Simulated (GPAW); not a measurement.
HfO2:

```
Hf O
1.0
     3.55802    0.00000    0.00000
     0.00000    3.55802    0.00000
     0.00000    0.00000    5.17186
Hf O
2 4
Cartesian
  0.0000 0.0000 0.0000
  1.7790 1.7790 2.5859
  0.0000 1.7790 1.0199
  1.7790 0.0000 1.5660
  1.7790 0.0000 4.1519
  0.0000 1.7790 3.6059
```

Measurements of this composition are mostly on another form, of space group No. 14.

Base run:

- Program: GPAW 26.7.0
- Functional: revPBE
- Potentials or basis: the program's PAW data sets (release 1.2.1) made for this functional
- Cutoff: 800 eV
- Basis: pw
- k mesh: 7 × 7 × 5
- Occupations: fermi-dirac, width 0.05 eV
- Spin: no spin polarisation

Its results: band gap on the k mesh 4.80 eV, indirect (least direct gap 4.87 eV); pressure 14.9 GPa; largest force 0.323 eV/Å.

After a change of settings the same cell gave: band gap on the k mesh 4.56 eV, indirect (least direct gap 4.63 eV); pressure -5.5 GPa; largest force 0.054 eV/Å. Which change was it?
A. functional from revPBE to PBEsol; potentials or basis from the program's PAW data sets (release 1.2.1) made for this functional to PAW data sets generated in the run's folder for this functional
B. functional from revPBE to LDA
C. functional from revPBE to BLYP; potentials or basis from the program's PAW data sets (release 1.2.1) made for this functional to PAW data sets generated in the run's folder for this functional
D. functional from revPBE to AM05; potentials or basis from the program's PAW data sets (release 1.2.1) made for this functional to PAW data sets generated in the run's folder for this functional

B.

LDA binds more tightly than revPBE, so the same cell stands under less pressure.

Caveats: spin-orbit coupling is left out, which moves the levels of the heavy elements; an odd mesh through Γ misses points on the zone boundary, where band edges often lie.
